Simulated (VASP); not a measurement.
The system is Bi.

```
Bi
1.0
    -1.98143    1.98143    1.98143
     1.98143   -1.98143    1.98143
     1.98143    1.98143   -1.98143
Bi
1
Direct
  0.00000 0.00000 0.00000
```

This isn't the form of Bi at room conditions, which is rhombohedral.

| Item | Value |
| --- | --- |
| Program | VASP 6.6.1 |
| Task | relaxation of cell and atoms |
| Functional | LDA |
| Potentials or basis | VASP PAW LDA potentials, release 64 (Bi_d) |
| Cutoff | 600 eV |
| k mesh | 14 × 14 × 14 |
| Occupations | methfessel-paxton, width 0.1 eV |
| Spin | no spin polarisation |

At the start: pressure -3.3 GPa; volume 31.12 Å³/atom.

Q: Where does the relaxation end?

A: Over 3 steps the energy falls by 19.8 meV/atom and the volume is 29.30 Å³/atom (-5.9 %); space group Im-3m (No. 229, to 0.05 Å).

Step by step:
```tsv
step	energy change (eV)	largest force (eV/Å)	pressure (GPa)	volume (Å³)
1	0.0000	0.0000	-3.30	31.12
2	-0.0131	0.0000	2.28	28.32
3	-0.0198	0.0000	0.01	29.30
```

Final structure:
```yaml
crystal:
  lattice:
    - [-1.94199, 1.94199, 1.94199]
    - [1.94199, -1.94199, 1.94199]
    - [1.94199, 1.94199, -1.94199]
  atoms:
    - { symbol: Bi, position: [0.00000, 0.00000, 0.00000] }
```
